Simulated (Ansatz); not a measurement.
# HfO2 (Pca2_1) in Ansatz: further runs, part 2 of 2

Ansatz 0.2.0. The steps go on from the part before.

## (3) Single point, RPBE+D3(BJ), 10.52 Å³/atom (volume scaled by 0.96)

input.yaml

```yaml
crystal:
  lattice:
    - [5.148921424, 0.0, 0.0]
    - [0.0, 4.9371234566, 0.0]
    - [0.0, 0.0, 4.9646674546]
  atoms:
    - { symbol: Hf, position: [0.966994, 0.73252082, 0.74144035] }
    - { symbol: Hf, position: [0.533006, 0.73252082, 0.24144035] }
    - { symbol: Hf, position: [0.466994, 0.26747918, 0.74144035] }
    - { symbol: Hf, position: [0.033006, 0.26747918, 0.24144035] }
    - { symbol: O, position: [0.63212745, 0.9286454, 0.87926726] }
    - { symbol: O, position: [0.86787255, 0.9286454, 0.37926726] }
    - { symbol: O, position: [0.23394852, 0.53988305, 0.49229239] }
    - { symbol: O, position: [0.26605148, 0.53988305, 0.99229239] }
    - { symbol: O, position: [0.76605148, 0.46011695, 0.99229239] }
    - { symbol: O, position: [0.73394852, 0.46011695, 0.49229239] }
    - { symbol: O, position: [0.13212745, 0.0713546, 0.87926726] }
    - { symbol: O, position: [0.36787255, 0.0713546, 0.37926726] }
hamiltonian:
  xc: rpbe
  pseudopotentials: { kind: paw }
  dispersion: d3bj
kpoints:
  mp_grid: { grid: [5, 6, 5] }
scf:
  occupations: { method: fermi_dirac, width: 0.05 }
output:
  forces: true
  stress: true
  eigenvalues: true
```

Potentials or basis: Ansatz PAW.

Command:

```bash
> ansatz run input.yaml --threads 2 --pin off --max-ram 5120MiB --backend cpu --events-out ev --progress --plain --runs-dir out
```

Wall time 23 s (2 threads of AMD EPYC 7B13 (Zen 3), shared host); peak memory 0.64 GiB.

It converged, with:

```
Free energy            : -67524.5743 eV
Pressure               : 3.4 GPa
Largest force          : 0.373 eV/Å
Band gap on the k mesh : 4.71 eV, indirect (least direct gap 4.89 eV)
```

Caveat: odd divisions of the mesh miss points on the zone boundary, where band edges often lie, so the gap on the mesh can be too wide; the pressure holds a Pulay correction of +0.8 GPa for the finite cutoff; spin-orbit coupling is left out, which moves the levels of the heavy elements; the PAW data sets come from PBE, with cores solved anew for the run's functional, which leaves a small shift of forces and pressure.

## (4) Single point, RPBE+D3(BJ), 10.74 Å³/atom (volume scaled by 0.98)

Edit input.yaml of step 3 so:

```diff
@@ -2,5 +2,5 @@
   lattice:
-    - [5.148921424, 0.0, 0.0]
-    - [0.0, 4.9371234566, 0.0]
-    - [0.0, 0.0, 4.9646674546]
+    - [5.1844323491, 0.0, 0.0]
+    - [0.0, 4.9711736599, 0.0]
+    - [0.0, 0.0, 4.9989076225]
   atoms:
```

Command:

```bash
> ansatz run input.yaml --threads 2 --pin off --max-ram 5120MiB --backend cpu --events-out ev --progress --plain --runs-dir out
```

It took 19 s on 2 threads of AMD EPYC 7B13 (Zen 3), shared host; peak memory 0.66 GiB.

Results (log left out):

```
Free energy            : -67524.5815 eV
Pressure               : -2.4 GPa
Largest force          : 0.281 eV/Å
Band gap on the k mesh : 4.64 eV, indirect (least direct gap 4.82 eV)
```

Caveat: odd divisions of the mesh miss points on the zone boundary, where band edges often lie, so the gap on the mesh can be too wide; the pressure holds a Pulay correction of +0.8 GPa for the finite cutoff; spin-orbit coupling is left out, which moves the levels of the heavy elements; the PAW data sets come from PBE, with cores solved anew for the run's functional, which leaves a small shift of forces and pressure.

## (5) Single point, RPBE+D3(BJ), 10.96 Å³/atom

Edit input.yaml of step 4 so:

```diff
@@ -2,5 +2,5 @@
   lattice:
-    - [5.1844323491, 0.0, 0.0]
-    - [0.0, 4.9711736599, 0.0]
-    - [0.0, 0.0, 4.9989076225]
+    - [5.21946336, 0.0, 0.0]
+    - [0.0, 5.00476369, 0.0]
+    - [0.0, 0.0, 5.03268505]
   atoms:
```

Command:

```bash
> ansatz run input.yaml --threads 2 --pin off --max-ram 5120MiB --backend cpu --events-out ev --progress --plain --runs-dir out
```

It took 20 s on 2 threads of AMD EPYC 7B13 (Zen 3), shared host; peak memory 0.67 GiB.

It converged, with:

| Property | Result |
| --- | --- |
| Free energy | -67524.4986 eV |
| Pressure | -7.6 GPa |
| Largest force | 0.196 eV/Å |
| Band gap on the k mesh | 4.57 eV, indirect (least direct gap 4.75 eV) |

Caveat: odd divisions of the mesh miss points on the zone boundary, where band edges often lie, so the gap on the mesh can be too wide; the pressure holds a Pulay correction of +0.7 GPa for the finite cutoff; spin-orbit coupling is left out, which moves the levels of the heavy elements; the PAW data sets come from PBE, with cores solved anew for the run's functional, which leaves a small shift of forces and pressure.

## (6) Single point, RPBE+D3(BJ), 11.17 Å³/atom (volume scaled by 1.02)

Edit input.yaml of step 5 so:

```diff
@@ -2,5 +2,5 @@
   lattice:
-    - [5.21946336, 0.0, 0.0]
-    - [0.0, 5.00476369, 0.0]
-    - [0.0, 0.0, 5.03268505]
+    - [5.2540303499, 0.0, 0.0]
+    - [0.0, 5.0379087863, 0.0]
+    - [0.0, 0.0, 5.0660150614]
   atoms:
@@ -30 +30,5 @@
   eigenvalues: true
+  write_density: true
+  write_potential: true
+  elf: true
+  volumetric_format: npy
```

Potentials or basis: Ansatz PAW.

Command:

```bash
> ansatz run input.yaml --threads 2 --pin off --max-ram 5120MiB --backend cpu --events-out ev --progress --plain --runs-dir out
```

It took 30 s on 2 threads of AMD EPYC 7B13 (Zen 3), shared host; peak memory 0.69 GiB.

Results (log left out):

```yaml
Free_energy: -67524.3346 eV
Pressure: -12.3 GPa
Largest_force: 0.119 eV/Å
Band_gap_on_the_k_mesh: 4.50 eV, indirect (least direct gap 4.69 eV)
```

Caveat: odd divisions of the mesh miss points on the zone boundary, where band edges often lie, so the gap on the mesh can be too wide; the pressure holds a Pulay correction of +0.7 GPa for the finite cutoff; spin-orbit coupling is left out, which moves the levels of the heavy elements; the PAW data sets come from PBE, with cores solved anew for the run's functional, which leaves a small shift of forces and pressure.

## (7) Single point, RPBE+D3(BJ), 11.39 Å³/atom (volume scaled by 1.04)

Edit input.yaml of step 6 so:

```diff
@@ -2,5 +2,5 @@
   lattice:
-    - [5.2540303499, 0.0, 0.0]
-    - [0.0, 5.0379087863, 0.0]
-    - [0.0, 0.0, 5.0660150614]
+    - [5.2881483861, 0.0, 0.0]
+    - [0.0, 5.0706233964, 0.0]
+    - [0.0, 0.0, 5.0989121849]
   atoms:
```

Command:

```bash
> ansatz run input.yaml --threads 2 --pin off --max-ram 5120MiB --backend cpu --events-out ev --progress --plain --runs-dir out
```

It took 31 s on 2 threads of AMD EPYC 7B13 (Zen 3), shared host; peak memory 0.69 GiB.

The run converged. Its results:

```yaml
Free_energy: -67524.0980 eV
Pressure: -16.5 GPa
Largest_force: 0.052 eV/Å
Band_gap_on_the_k_mesh: 4.43 eV, indirect (least direct gap 4.62 eV)
```

Caveat: odd divisions of the mesh miss points on the zone boundary, where band edges often lie, so the gap on the mesh can be too wide; the pressure holds a Pulay correction of +0.7 GPa for the finite cutoff; spin-orbit coupling is left out, which moves the levels of the heavy elements; the PAW data sets come from PBE, with cores solved anew for the run's functional, which leaves a small shift of forces and pressure.

## (8) Single point, RPBE+D3(BJ), 11.61 Å³/atom (volume scaled by 1.06)

Edit input.yaml of step 7 so:

```diff
@@ -2,5 +2,5 @@
   lattice:
-    - [5.2881483861, 0.0, 0.0]
-    - [0.0, 5.0706233964, 0.0]
-    - [0.0, 0.0, 5.0989121849]
+    - [5.321831768, 0.0, 0.0]
+    - [0.0, 5.1029212315, 0.0]
+    - [0.0, 0.0, 5.1313902082]
   atoms:
@@ -30,5 +30 @@
   eigenvalues: true
-  write_density: true
-  write_potential: true
-  elf: true
-  volumetric_format: npy
```

Command:

```bash
> ansatz run input.yaml --threads 2 --pin off --max-ram 5120MiB --backend cpu --events-out ev --progress --plain --runs-dir out
```

It took 21 s on 2 threads of AMD EPYC 7B13 (Zen 3), shared host; peak memory 0.69 GiB.

The run converged. Its results:

- Free energy: -67523.7956 eV
- Pressure: -20.3 GPa
- Largest force: 0.087 eV/Å
- Band gap on the k mesh: 4.36 eV, indirect (least direct gap 4.55 eV)

Caveat: odd divisions of the mesh miss points on the zone boundary, where band edges often lie, so the gap on the mesh can be too wide; the pressure holds a Pulay correction of +0.7 GPa for the finite cutoff; spin-orbit coupling is left out, which moves the levels of the heavy elements; the PAW data sets come from PBE, with cores solved anew for the run's functional, which leaves a small shift of forces and pressure.

## (9) Equation of state, RPBE+D3(BJ)

Potentials or basis: Ansatz PAW.

No new run: the results of the series are fitted here.

What came out:

| Item | Value |
| --- | --- |
| Equilibrium volume | 10.64 Å³/atom |
| Bulk modulus at fixed shape and positions | 280 GPa |
| Pressure derivative of the bulk modulus | 4.3 |

Energy against volume, from the lowest point:
```tsv
volume (Å³/atom)	energy (meV/atom)
10.298	9.64
10.517	0.60
10.736	0.00
10.955	6.91
11.175	20.58
11.394	40.30
11.613	65.49
```

Caveat: the potentials were made for another functional, which shifts forces and pressure; the cell was scaled at fixed shape and fractional positions, which overstates the stiffness of a crystal with free parameters, most of all of layers and chains. The run has no spin-orbit coupling, so splittings on Hf are missing.
